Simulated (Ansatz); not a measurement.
Runs of Ansatz 0.2.0 on Mn3Si. Symmetry: Fm-3m, No. 225, cubic system. The conventional cell has a = 5.722 Å, b = 5.722 Å, c = 5.722 Å, α = 90.00°, β = 90.00°, γ = 90.00°. Mn (site symmetry -43m) has 4 Mn at 2.48 Å and 4 Si at 2.48 Å as nearest neighbours. Mn (site symmetry m-3m) has 8 Mn at 2.48 Å as nearest neighbours. Around Si (site symmetry m-3m) lie 8 Mn at 2.48 Å. 

| spin | k mesh | gap on the mesh (eV) | pressure (GPa) | moment (μB) |
| --- | --- | --- | --- | --- |
| collinear, ferromagnetic start | 8 × 8 × 8 | none | -15.9 | 1.01 |
| non-collinear, random start | 6 × 6 × 6 | none | -16.0 | 1.03 |
| collinear, antiferromagnetic start | 8 × 8 × 8 | none | -15.9 | 1.01 |
| off | 8 × 8 × 8 | none | (a) | - |
| collinear, ferrimagnetic start | 8 × 8 × 8 | none | -15.9 | 1.01 |
| collinear, random start | 8 × 8 × 8 | none | -15.9 | 1.01 |

Alike in all rows: task single point; level PBEsol; potentials or basis Ansatz PAW; cell as given; cutoff (eV) 420; smearing fermi-dirac 0.05 eV.

**Question.** Estimate the missing entries.

**Answer.** (a) -25.0.

Caveats: the PAW data sets come from PBE, with cores solved anew for the run's functional, which leaves a small shift of forces and pressure; the starting moments weren't kept (some runs).

A gap of «none» marks a metal or a gap under the smearing width.
